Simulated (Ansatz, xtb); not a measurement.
# Relative energy of two isomers of C3H10N+

Structure a: `CCC[NH3+]`, a singlet. Structure b: `CC[NH2+]C`, a singlet. Both are isolated ions in the gas phase, relaxed with BLYP-D3(BJ)/def2-SVP; the shapes shown needn't be the lowest conformers.

a (Å):

| atom | x (Å) | y (Å) | z (Å) |
| --- | --- | --- | --- |
| C | -1.7123 | 0.0853 | 0.5124 |
| C | -0.4182 | 0.7767 | 0.9862 |
| C | 0.7961 | 0.2675 | 0.2071 |
| N | 2.0862 | 0.9581 | 0.6813 |
| H | -2.5773 | 0.4661 | 1.0865 |
| H | -1.9056 | 0.2812 | -0.5609 |
| H | -1.6629 | -1.0115 | 0.6623 |
| H | -0.5076 | 1.8770 | 0.8535 |
| H | -0.2659 | 0.5897 | 2.0716 |
| H | 0.9640 | -0.8174 | 0.3467 |
| H | 0.7213 | 0.4763 | -0.8771 |
| H | 2.0282 | 1.9879 | 0.5577 |
| H | 2.9251 | 0.6287 | 0.1663 |
| H | 2.2536 | 0.7878 | 1.6923 |

b (Å):

```yaml
atoms:
  - { symbol: C, position_ang: [-0.9232, 0.7835, 2.2755] }
  - { symbol: C, position_ang: [-0.9190, 0.0436, 0.9418] }
  - { symbol: C, position_ang: [0.6099, -1.0797, -0.7925] }
  - { symbol: N, position_ang: [0.5049, -0.3388, 0.5225] }
  - { symbol: H, position_ang: [-0.5196, 0.1596, 3.0985] }
  - { symbol: H, position_ang: [-1.9680, 1.0389, 2.5375] }
  - { symbol: H, position_ang: [-0.3537, 1.7335, 2.2259] }
  - { symbol: H, position_ang: [-1.4868, -0.9054, 0.9796] }
  - { symbol: H, position_ang: [-1.3222, 0.6568, 0.1136] }
  - { symbol: H, position_ang: [1.0811, 0.5238, 0.4832] }
  - { symbol: H, position_ang: [0.9304, -0.9090, 1.2785] }
  - { symbol: H, position_ang: [1.6718, -1.3043, -0.9964] }
  - { symbol: H, position_ang: [0.0280, -2.0146, -0.7148] }
  - { symbol: H, position_ang: [0.1932, -0.4392, -1.5893] }
```

Quicker runs give these differences E(b) − E(a): GFN2-xTB −5.74 kcal/mol; HF/STO-3G −3.21 kcal/mol (at GFN2-xTB geometries); r2SCAN-D4/def2-SVP +0.58 kcal/mol (at GFN2-xTB geometries).

Problem. Estimate which is lower in electronic energy at CCSD(T)/def2-SVP + ΔMP2/def2-TZVPP, and by roughly how much.

Solution. Too close to call at this level: CCSD(T)/def2-SVP + ΔMP2/def2-TZVPP gives E(b) − E(a) = +0.30 kcal/mol.

The same difference at several levels:

```json
{"level": "GFN2-xTB", "geometry": "GFN2-xTB", "E(b) − E(a) (kcal/mol)": "−5.74", "departure from the last row (kcal/mol)": "−6.04", "job, with rough time for the two": "optimisation, 0.1 s"}
{"level": "HF/STO-3G", "geometry": "GFN2-xTB", "E(b) − E(a) (kcal/mol)": "−3.21", "departure from the last row (kcal/mol)": "−3.51", "job, with rough time for the two": "single point, 0.24 s"}
{"level": "r2SCAN-D4/def2-SVP", "geometry": "GFN2-xTB", "E(b) − E(a) (kcal/mol)": "+0.58", "departure from the last row (kcal/mol)": "+0.28", "job, with rough time for the two": "single point, 2.3 s"}
{"level": "BLYP-D3(BJ)/def2-SVP", "geometry": "BLYP-D3(BJ)/def2-SVP", "E(b) − E(a) (kcal/mol)": "−0.54", "departure from the last row (kcal/mol)": "−0.85", "job, with rough time for the two": "optimisation, 13 s"}
{"level": "HF/def2-SVP", "geometry": "BLYP-D3(BJ)/def2-SVP", "E(b) − E(a) (kcal/mol)": "−0.55", "departure from the last row (kcal/mol)": "−0.85", "job, with rough time for the two": "part of the CCSD(T) run"}
{"level": "MP2/def2-SVP", "geometry": "BLYP-D3(BJ)/def2-SVP", "E(b) − E(a) (kcal/mol)": "+0.79", "departure from the last row (kcal/mol)": "+0.49", "job, with rough time for the two": "part of the CCSD(T) run"}
{"level": "CCSD(T)/def2-SVP", "geometry": "BLYP-D3(BJ)/def2-SVP", "E(b) − E(a) (kcal/mol)": "+0.17", "departure from the last row (kcal/mol)": "−0.13", "job, with rough time for the two": "single point"}
{"level": "CCSD(T)/def2-SVP + ΔMP2/def2-TZVPP", "geometry": "BLYP-D3(BJ)/def2-SVP", "E(b) − E(a) (kcal/mol)": "+0.30", "departure from the last row (kcal/mol)": "", "job, with rough time for the two": "single point, 18 s"}
```

As drawn, b has 1 C–N, 1 C–H in place of 1 C–C, 1 N–H.

The largest departure from CCSD(T)/def2-SVP + ΔMP2/def2-TZVPP is that of GFN2-xTB, 6.04 kcal/mol. The last row adds to CCSD(T) the change of the MP2 difference between the two basis sets, here +0.13 kcal/mol.

With harmonic frequencies from BLYP-D3(BJ)/def2-SVP (ideal gas, rigid rotor, one conformer each, 298.15 K, 1 atm): the zero-point term adds +0.01 kcal/mol; ΔH is +0.29 and ΔG +0.33 kcal/mol.

The correlated steps freeze 4 core orbitals. Run with Ansatz 0.2.0, xtb 6.7.1; the last row on 2 threads of Intel(R) Xeon(R) Platinum 8375C CPU @ 2.90GHz (Ice Lake) on a shared host.
